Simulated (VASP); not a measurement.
A run of VASP 6.6.1 is set up as follows.

Contents of INCAR:

```
SYSTEM = MgF2
ALGO = Fast
EDIFF = 1E-6
ENCUT = 520
GGA = PE
ISIF = 2
ISMEAR = 0
LASPH = .TRUE.
LCHARG = .TRUE.
LELF = .TRUE.
LREAL = .FALSE.
LVHAR = .TRUE.
LWAVE = .FALSE.
NBANDS = 25
NELM = 80
PREC = Accurate
SIGMA = 0.1
```

The input KPOINTS:

```
k-points
0
G
  4 4 6
  0 0 0
```

POSCAR

```
MgF2
1.0
    4.6213000000      0.0000000000      0.0000000000
    0.0000000000      4.6213000000      0.0000000000
    0.0000000000      0.0000000000      3.0159000000
Mg F
2 4
Direct
    0.0000000000      0.0000000000      0.0000000000
    0.5000000000      0.5000000000      0.5000000000
    0.3028000000      0.3028000000      0.0000000000
    0.1972000000      0.8028000000      0.5000000000
    0.6972000000      0.6972000000      0.0000000000
    0.8028000000      0.1972000000      0.5000000000
```

Potentials or basis: VASP PAW PBE potentials, release 64 (Mg, F).

Command:

```console
$ cat potpaw_PBE.64/Mg/POTCAR potpaw_PBE.64/F/POTCAR > POTCAR
$ mpirun -np 1 vasp_std > vasp.out
```

Q: Estimate the largest force.

A: 0.053 eV/Å.

Q: Estimate the pressure.

A: 5.4 GPa.

Q: Predict the band gap on the k mesh.

A: 7.21 eV, direct.

Forces in eV/Å, atoms in the order of the input:
```
Mg   0.000  0.000  0.000
Mg   0.000  0.000  0.000
F   -0.038 -0.038  0.000
F    0.038 -0.038  0.000
F    0.038  0.038  0.000
F   -0.038  0.038  0.000
```

As with any semilocal functional, this PBE gap is likely too small.
